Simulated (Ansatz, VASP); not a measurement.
# One calculation of Se, two programs

```
CELL_PARAMETERS angstrom
-1.70345 1.70345 1.70345
1.70345 -1.70345 1.70345
1.70345 1.70345 -1.70345
ATOMIC_POSITIONS crystal
Se 0.00000 0.00000 0.00000
```

This isn't the form of Se at room conditions, which is trigonal, of chains.

Alike in both runs: task relaxation of cell and atoms; functional PBE; k mesh 18 × 18 × 18; occupations gaussian, width 0.1 eV; no spin polarisation.

```csv
,VASP,Ansatz
version,VASP 6.6.1,Ansatz 0.2.0
potentials or method,"VASP PAW PBE potentials, release 64 (Se)","scalar-relativistic, plane waves, PAW"
plane-wave cutoff (eV),600,420
valence electrons in the cell,6,16
```

|  | VASP | Ansatz | Ansatz less VASP |
| --- | --- | --- | --- |
| gap on the k mesh at the Fermi level, each at its own relaxed structure (eV) | none | none | - |
| relaxed volume (Å³/atom) | 20.34 | 20.34 | 0.000 |
| relaxed cell length with the largest relative difference (Å) | 2.979 | 2.979 | 0.0000 |
| energy change over the relaxation (meV/atom) | -4 | -4 | 0.0 |

A gap of «none» marks a metal or a gap that the smearing closes. The two sets of potentials don't hold the same shells in valence.
